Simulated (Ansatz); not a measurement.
The system is Cl.

```
CELL_PARAMETERS angstrom
3.14500 -2.25000 0.00000
3.14500 2.25000 0.00000
0.00000 0.00000 8.21000
ATOMIC_POSITIONS crystal
Cl 0.37000 0.63000 0.40000
Cl 0.13000 0.87000 0.90000
Cl 0.63000 0.37000 0.60000
Cl 0.87000 0.13000 0.10000
```

| Property | Result |
| --- | --- |
| Program | Ansatz 0.2.0 |
| Task | relaxation of cell and atoms |
| Functional | RPBE |
| Dispersion | D4 |
| Potentials or basis | Ansatz PAW |
| Cutoff | 420 eV (not typed: the program's choice for these potentials) |
| k mesh | 7 × 7 × 4 |
| Occupations | fermi-dirac, width 0.05 eV |
| Spin | no spin polarisation |

At the start: volume 29.05 Å³/atom.

**Question.** How do energy, volume and symmetry change on relaxing?

**Answer.** It ends after 8 steps and the volume is 27.75 Å³/atom (-4.5 %); space group Cmce (No. 64, to 0.05 Å).

Step by step:
```tsv
step	energy change (eV)	largest force (eV/Å)	volume (Å³)
1	0.0000	0.1389	116.19
2	-0.0172	0.0757	113.75
3	-0.0220	0.0421	111.48
4	-0.0272	0.0150	110.65
5	-0.0280	0.0108	110.80
6	-0.0281	0.0463	111.16
7	-0.0283	0.0080	111.01
8	-0.0283	0.0081	111.01
```

Final structure:
```
CELL_PARAMETERS angstrom
3.26881 -2.08221 0.00000
3.26881 2.08221 0.00000
0.00000 0.00000 8.15512
ATOMIC_POSITIONS crystal
Cl 0.37595 0.62405 0.39276
Cl 0.12405 0.87595 0.89276
Cl 0.62405 0.37595 0.60724
Cl 0.87595 0.12405 0.10724
```

Caveat: the plane-wave basis is chosen anew once the cell has moved, so the energies of steps on either side of that aren't comparable; the PAW data sets come from PBE, with cores solved anew for the run's functional, which leaves a small shift of forces and pressure.
